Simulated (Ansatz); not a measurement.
Crystal: Se.

```
Se
1.0
     2.81056    0.00000    0.00000
     0.00000    2.81056    0.00000
     0.00000    0.00000    2.81056
Se
1
Direct
  0.00000 0.00000 0.00000
```

This isn't the form of Se at room conditions, which is trigonal, of chains.

| Item | Value |
| --- | --- |
| Program | Ansatz 0.2.0 |
| Task | relaxation of cell and atoms |
| Functional | PBE |
| Potentials or basis | Ansatz PAW |
| Cutoff | 420 eV (not typed: the program's choice for these potentials) |
| k mesh | 9 × 9 × 9 |
| Occupations | fermi-dirac, width 0.05 eV |
| Spin | no spin polarisation |

At the start: volume 22.20 Å³/atom.

Question: Where does the relaxation end?

Answer: It ends after 5 steps and the volume is 22.82 Å³/atom (+2.8 %); space group Pm-3m (No. 221, to 0.05 Å).

The path:
```
step  energy change (eV)  largest force (eV/Å)  volume (Å³)
   1              0.0000                0.0000        22.20
   2             -0.0019                0.0000        23.27
   3             -0.0037                0.0000        22.84
   4             -0.0037                0.0000        22.82
   5             -0.0038                0.0000        22.82
```

Final structure:
```
Se
1.0
     2.83633    0.00000    0.00000
     0.00000    2.83633    0.00000
     0.00000    0.00000    2.83633
Se
1
Direct
  0.00000 0.00000 0.00000
```

Caveat: the plane-wave basis is chosen anew once the cell has moved, so the energies of steps on either side of that aren't comparable.
